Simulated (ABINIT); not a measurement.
# HfN (F-43m) in ABINIT: convergence with pawecutdg

Aim: find how far pawecutdg must go before the results for HfN settle, at LDA. This setting moves, with any that are tied to it; all else stays.

Program: ABINIT 10.8.3 (patched build). These are calculated values, not measurements. Logs are shortened: lines on timing, memory, paths and dates and some standing lists are left out, and cuts for length are marked. The log counts tension as positive stress, the text compression.

### 1 The structure

Symmetry: F-43m, No. 216, cubic system. The conventional cell has a = 4.910 Å, b = 4.910 Å, c = 4.910 Å, α = 90.00°, β = 90.00°, γ = 90.00°. Hf (site symmetry -43m) has 4 N at 2.13 Å as nearest neighbours. N (site symmetry -43m) is surrounded by 4 Hf at 2.13 Å.

The cell comes from a database or a generator and needn't be the stable form of this composition.

### 2 With pawecutdg 26.8

The input, run.abi:

```
# Pseudopotentials
pp_dirpath "./"
pseudos "Hf.LDA_PW-JTH.xml, N.LDA_PW-JTH.xml"

# Structure
acell 3.4716425656 3.4716425656 3.4716425656 Angstrom
rprim
     0.0000000000     0.7071067812     0.7071067812
     0.7071067812     0.0000000000     0.7071067812
     0.7071067812     0.7071067812     0.0000000000
ntypat 2
znucl 72 7
natom 2
typat 1 2
xcart
     0.0000000000     0.0000000000     0.0000000000
     2.3194706324     2.3194706324     2.3194706324

# Plane-wave basis
ecut 26.0
pawecutdg 26.8

# k points
kptopt 1
ngkpt 9 9 9
nshiftk 1
shiftk 0.0 0.0 0.0

# Exchange and correlation
ixc 7

# Bands and occupations
nband 13
occopt 4
tsmear 0.05 eV

# SCF cycle
nstep 100
tolvrs 1.0e-9

# Output
iomode 3
prtwf 0
prtden 0
prteig 0
prtebands 0
```

Potentials or basis: JTH PAW LDA v2.0.

The run is started by

```bash
> abinit run.abi > log 2>&1
```

It took 24 s on 1 thread of Intel Xeon Platinum 8375C at 2.90GHz (Ice Lake), shared host; peak memory 0.09 GiB.

The run converged. Its results:

```yaml
Free_energy: -1644.4604 eV
Pressure: -10.6 GPa
Band_gap_on_the_k_mesh: none (metal or under the smearing width)
Valence_electrons_inside_the_program's_atomic_spheres: Hf 9.65; N 2.57
```

### 3 With pawecutdg 31.2

run.abi, as its differences from that of step 2:

```diff
@@ -20,3 +20,3 @@
 ecut 26.0
-pawecutdg 26.8
+pawecutdg 31.2
```

Potentials or basis: JTH PAW LDA v2.0.

The run is started by

```bash
> abinit run.abi > log 2>&1
```

Run time: 21 s. Hardware: 1 thread of Intel Xeon Platinum 8375C at 2.90GHz (Ice Lake), shared host; peak memory 0.1 GiB.

The run converged. Its results:

- Free energy: -1644.4594 eV
- Pressure: -10.6 GPa
- Band gap on the k mesh: none (metal or under the smearing width)
- Valence electrons inside the program's atomic spheres: Hf 9.65; N 2.57

### 4 With pawecutdg 39

run.abi, as its differences from that of step 3:

```diff
@@ -20,3 +20,3 @@
 ecut 26.0
-pawecutdg 31.2
+pawecutdg 39.0
```

The run is started by

```bash
> abinit run.abi > log 2>&1
```

Wall time 23 s (1 thread of Intel Xeon Platinum 8375C at 2.90GHz (Ice Lake), shared host); peak memory 0.11 GiB.

The run converged. Its results:

* Free energy: -1644.4595 eV
* Pressure: -10.5 GPa
* Band gap on the k mesh: none (metal or under the smearing width)
* Valence electrons inside the program's atomic spheres: Hf 9.62; N 2.54

### 5 With pawecutdg 46.8

run.abi, as its differences from that of step 4:

```diff
@@ -20,3 +20,3 @@
 ecut 26.0
-pawecutdg 39.0
+pawecutdg 46.8
```

The run is started by

```bash
> abinit run.abi > log 2>&1
```

It took 28 s on 1 thread of Intel Xeon Platinum 8375C at 2.90GHz (Ice Lake), shared host; peak memory 0.12 GiB.

It converged, with:

```
Free energy                                           : -1644.4599 eV
Pressure                                              : -10.5 GPa
Band gap on the k mesh                                : none (metal or under the smearing width)
Valence electrons inside the program's atomic spheres : Hf 9.64; N 2.57
```

### 6 With pawecutdg 57.2

run.abi, as its differences from that of step 5:

```diff
@@ -20,3 +20,3 @@
 ecut 26.0
-pawecutdg 46.8
+pawecutdg 57.2
```

Potentials or basis: JTH PAW LDA v2.0.

The run is started by

```bash
> abinit run.abi > log 2>&1
```

It took 36 s on 1 thread of Intel Xeon Platinum 8375C at 2.90GHz (Ice Lake), shared host; peak memory 0.13 GiB.

The run converged. Its results:

* Free energy: -1644.4599 eV
* Pressure: -10.6 GPa
* Band gap on the k mesh: none (metal or under the smearing width)
* Valence electrons inside the program's atomic spheres: Hf 9.64; N 2.58

### 7 With pawecutdg 70.2

run.abi, as its differences from that of step 6:

```diff
@@ -20,3 +20,3 @@
 ecut 26.0
-pawecutdg 57.2
+pawecutdg 70.2
```

The run is started by

```bash
> abinit run.abi > log 2>&1
```

Wall time 30 s (1 thread of Intel Xeon Platinum 8375C at 2.90GHz (Ice Lake), shared host); peak memory 0.13 GiB.

The run converged. Its results:

| Property | Result |
| --- | --- |
| Free energy | -1644.4598 eV |
| Pressure | -10.6 GPa |
| Band gap on the k mesh | none (metal or under the smearing width) |
| Valence electrons inside the program's atomic spheres | Hf 9.64; N 2.54 |

### 8 With pawecutdg 85.8

run.abi, as its differences from that of step 7:

```diff
@@ -20,3 +20,3 @@
 ecut 26.0
-pawecutdg 70.2
+pawecutdg 85.8
```

Potentials or basis: JTH PAW LDA v2.0.

The run is started by

```bash
> abinit run.abi > log 2>&1
```

run.abo:

```text
.Version 10.8.3 of ABINIT
 Symmetries : space group F-4 3 m (#216); Bravais cF (face-center cubic)
================================================================================
 Values of the parameters that define the memory need of the present run
     intxc =       0    ionmov =       0      iscf =      17    lmnmax =      18
     lnmax =       6     mgfft =      32  mpssoang =       3    mqgrid =    3001
     natom =       2  nloc_mem =       2    nspden =       1   nspinor =       1
    nsppol =       1      nsym =      24    n1xccc =       1    ntypat =       2
    occopt =       4   xclevel =       1
       mpw =        1283          nfft =       32768          nkpt =          35
 PAW method is used; the additional fine FFT grid is defined by:
   mgfftf=        60    nfftf =    216000
================================================================================
================================================================================

--------------------------------------------------------------------------------
------------- Echo of variables that govern the present computation ------------
--------------------------------------------------------------------------------
 -outvars: echo values of preprocessed input variables --------
            acell      6.5604536560E+00  6.5604536560E+00  6.5604536560E+00 Bohr
              amu      1.78490000E+02  1.40067400E+01
             ecut      2.60000000E+01 Hartree
              ixc           7
         kptrlatt        9    0    0      0    9    0      0    0    9
          kptrlen      5.90440829E+01
            natom           2
            nband          13
            ngfft          32      32      32
          ngfftdg          60      60      60
             nkpt          35
            nstep         100
             nsym          24
           ntypat           2
           occopt           4
        pawecutdg      8.58000000E+01 Hartree
           prtden           0
        prtebands           0
           prteig           0
            prtwf           0
            rprim      0.0000000000E+00  7.0710678120E-01  7.0710678120E-01
                       7.0710678120E-01  0.0000000000E+00  7.0710678120E-01
                       7.0710678120E-01  7.0710678120E-01  0.0000000000E+00
          spgroup         216
           tolvrs      1.00000000E-09
           tsmear      1.83746611E-03 Hartree
            typat      1  2
           useylm           1
           xangst      0.0000000000E+00  0.0000000000E+00  0.0000000000E+00
                       1.2274110000E+00  1.2274110000E+00  1.2274110000E+00
            xcart      0.0000000000E+00  0.0000000000E+00  0.0000000000E+00
                       2.3194706340E+00  2.3194706340E+00  2.3194706340E+00
             xred      0.0000000000E+00  0.0000000000E+00  0.0000000000E+00
                       2.5000000000E-01  2.5000000000E-01  2.5000000000E-01
            znucl       72.00000    7.00000

================================================================================

 chkinp: Checking input parameters for consistency.

================================================================================
[... 124 lines left out ...]
 rms dE/dt=  0.0000E+00; max dE/dt=  0.0000E+00; dE/dt below (all hartree)
    1       0.000000000000      0.000000000000      0.000000000000
    2       0.000000000000      0.000000000000      0.000000000000

 cartesian coordinates (angstrom) at end:
    1      0.00000000000000     0.00000000000000     0.00000000000000
    2      1.22741100001916     1.22741100001916     1.22741100001916

 cartesian forces (hartree/bohr) at end:
    1     -0.00000000000000    -0.00000000000000    -0.00000000000000
    2     -0.00000000000000    -0.00000000000000    -0.00000000000000
 frms,max,avg= 0.0000000E+00 0.0000000E+00   0.000E+00  0.000E+00  0.000E+00 h/b

 cartesian forces (eV/Angstrom) at end:
    1     -0.00000000000000    -0.00000000000000    -0.00000000000000
    2     -0.00000000000000    -0.00000000000000    -0.00000000000000
 frms,max,avg= 0.0000000E+00 0.0000000E+00   0.000E+00  0.000E+00  0.000E+00 e/A
 length scales=  6.560453656028  6.560453656028  6.560453656028 bohr
              =  3.471642565600  3.471642565600  3.471642565600 angstroms
 Fermi (or HOMO) energy (hartree) =   0.03501   Average Vxc (hartree)=  -0.42698
 Eigenvalues (hartree) for nkpt=  35  k points:
 kpt#   1, nband= 13, wtk=  0.00137, kpt=  0.0000  0.0000  0.0000 (reduced coord)
  -2.26050   -1.10500   -1.10500   -1.10500   -0.55019   -0.16495   -0.16495   -0.16495
   0.01205    0.11386    0.11386    0.27659    0.27659
      occupation numbers for kpt#   1
   2.00000    2.00000    2.00000    2.00000    2.00000    2.00000    2.00000    2.00000
   2.00000    0.00000    0.00000    0.00000    0.00000
 prteigrs : prtvol=0 or 1, do not print more k-points.

--- !EnergyTerms
iteration_state     : {dtset: 1, }
comment             : Components of total free energy in Hartree
kinetic             :  1.12159688118297E+01
hartree             :  9.25794932471093E+00
xc                  : -1.16362372689834E+01
Ewald energy        : -4.69435781043048E+01
psp_core            :  8.04316034618320E+00
local_psp           : -1.17071612100830E+01
PAW spherical_terms : -1.86628714593376E+01
internal            : -6.04327695599850E+01
'-kT*entropy'       : -1.41680123488146E-05
total_energy        : -6.04327837279974E+01
total_energy_eV     : -1.64445981994237E+03
...

--- !EnergyTermsDC
iteration_state     : {dtset: 1, }
comment             : '"Double-counting" decomposition of free energy'
band_energy         : -1.31103812855926E+01
Ewald energy        : -4.69435781043048E+01
psp_core            :  8.04316034618320E+00
xc_dc               : -1.37392460674553E+01
PAW spherical_terms :  5.31727442102809E+00
internal            : -6.04327706901414E+01
'-kT*entropy'       : -1.41680123488146E-05
total_energy_dc     : -6.04327848581537E+01
total_energy_dc_eV  : -1.64445985069549E+03
...

--- !EnergyTermsWithPAWCore
iteration_state     : {dtset: 1, }
comment             : 'Components of total free energy, including PAW core contributions'
Total energy        : -1.51240074038500E+04
Total energy DC     : -1.51240074049802E+04
Total energy (eV)   : -4.11545207053240E+05
Total energy DC (eV): -4.11545207083993E+05
...

 Cartesian components of stress tensor (hartree/bohr^3)
  sigma(1 1)=  3.58304011E-04  sigma(3 2)=  0.00000000E+00
  sigma(2 2)=  3.58304011E-04  sigma(3 1)=  0.00000000E+00
  sigma(3 3)=  3.58304011E-04  sigma(2 1)=  0.00000000E+00

-Cartesian components of stress tensor (GPa)         [Pressure= -1.0542E+01 GPa]
- sigma(1 1)=  1.05416679E+01  sigma(3 2)=  0.00000000E+00
- sigma(2 2)=  1.05416679E+01  sigma(3 1)=  0.00000000E+00
- sigma(3 3)=  1.05416679E+01  sigma(2 1)=  0.00000000E+00

== END DATASET(S) ==============================================================
================================================================================

 -outvars: echo values of variables after computation  --------
            acell      6.5604536560E+00  6.5604536560E+00  6.5604536560E+00 Bohr
           etotal     -6.0432784858E+01
            fcart     -0.0000000000E+00 -0.0000000000E+00 -0.0000000000E+00
                      -0.0000000000E+00 -0.0000000000E+00 -0.0000000000E+00
            rprim      0.0000000000E+00  7.0710678120E-01  7.0710678120E-01
                       7.0710678120E-01  0.0000000000E+00  7.0710678120E-01
                       7.0710678120E-01  7.0710678120E-01  0.0000000000E+00
           strten      3.5830401053E-04  3.5830401053E-04  3.5830401053E-04
                       0.0000000000E+00  0.0000000000E+00  0.0000000000E+00
           xangst      0.0000000000E+00  0.0000000000E+00  0.0000000000E+00
                       1.2274110000E+00  1.2274110000E+00  1.2274110000E+00
             xred      0.0000000000E+00  0.0000000000E+00  0.0000000000E+00
                       2.5000000000E-01  2.5000000000E-01  2.5000000000E-01
 Calculation completed.
```

Run time: 24 s. Hardware: 1 thread of Intel Xeon Platinum 8375C at 2.90GHz (Ice Lake), shared host; peak memory 0.18 GiB.

What came out:

| Item | Value |
| --- | --- |
| Free energy | -1644.4599 eV |
| Pressure | -10.5 GPa |
| Band gap on the k mesh | none (metal or under the smearing width) |
| Valence electrons inside the program's atomic spheres | Hf 9.62; N 2.57 |

### 9 Summary

```csv
pawecutdg,energy less the tightest run (meV/atom),pressure (GPa),SCF cycles,CPU time (s),peak memory (GiB)
26.8,-0.28,-10.59,13,24,0.09
31.2,0.22,-10.61,13,21,0.1
39,0.18,-10.53,13,23,0.11
46.8,-0.01,-10.54,13,28,0.12
57.2,-0.01,-10.55,14,36,0.13
70.2,0.01,-10.56,14,30,0.13
85.8,0.00,-10.54,14,24,0.18
```

Against the tightest run, the energy stays within 1 meV/atom from 26.8 on; the pressure stays within 0.1 GPa from 26.8 on. The tightest run that finished is the yardstick and may itself not be fully converged.
